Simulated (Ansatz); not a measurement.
**Polymorphs of Bi2H3**

These are results of DFT PBE, scalar-relativistic, plane waves, PAW (Ansatz), not measurements. All cells share a 420 eV cutoff and Γ-centred k meshes spaced at most 0.3 Å⁻¹ (0.19 for metals, 2π included).

These are static lattice energies at zero pressure. The comparison covers the computed candidates alone. The k mesh leaves about 4 meV/atom of noise in metals. Spin–orbit coupling is left out. No run is spin-polarised.

```
#               started from      space group  atoms  V (Å³/atom)  ΔE (meV/atom)  gap on mesh (eV)
1  tetradymite type, changed   R-3m (No. 166)      5         16.1              0              0.00
2    A-type sesquioxide type  P-3m1 (No. 164)      5         15.2             50              0.00
```

The lowest structure: Space group R-3m (No. 166), trigonal, a = 3.839 Å, c = 18.878 Å. Around Bi lie 3 H at 2.23 Å; H on Wyckoff site a (1 atom of the primitive cell) has 6 Bi at 2.72 Å and 6 H at 2.84 Å; H on Wyckoff site c (2 atoms of the primitive cell) has 3 Bi at 2.23 Å. Its energy against the elements is 0.61 eV/atom, so it is unstable even against them. Formation energies are uncorrected and refer to the lowest elemental structures computed at the same level (H₂ as a molecule).

```cif
data_structure
_symmetry_space_group_name_H-M 'R-3m:H'
_symmetry_Int_Tables_number 166
_cell_length_a 3.8392
_cell_length_b 3.8392
_cell_length_c 18.8779
_cell_angle_alpha 90.000
_cell_angle_beta 90.000
_cell_angle_gamma 120.000
_cell_volume 240.97
loop_
_atom_site_label
_atom_site_type_symbol
_atom_site_symmetry_multiplicity
_atom_site_Wyckoff_symbol
_atom_site_fract_x
_atom_site_fract_y
_atom_site_fract_z
_atom_site_occupancy
Bi1 Bi 6 c 0.66667 0.33333 0.75011 1
H1 H 3 a 0.00000 0.00000 0.00000 1
H2 H 6 c 0.33333 0.66667 0.90597 1
```

The second: Space group P-3m1 (No. 164), trigonal, a = 3.797 Å, c = 6.101 Å. Bi has 3 H at 2.32 Å and 4 H at 2.58–2.59 Å; H on Wyckoff site a (1 atom of the primitive cell) has 6 Bi at 2.59 Å and 6 H at 3.06 Å; H on Wyckoff site d (2 atoms of the primitive cell) is coordinated by 3 Bi at 2.32 Å, 1 Bi at 2.58 Å, 3 H at 2.85 Å and 3 H at 3.06 Å.

Problem. At what pressure would number 2, the only denser structure, take over if both were incompressible?

Solution. ΔE/ΔV is 50 meV/atom over 16.06 − 15.24 Å³/atom, about 9.7 GPa. This crude estimate ignores compression.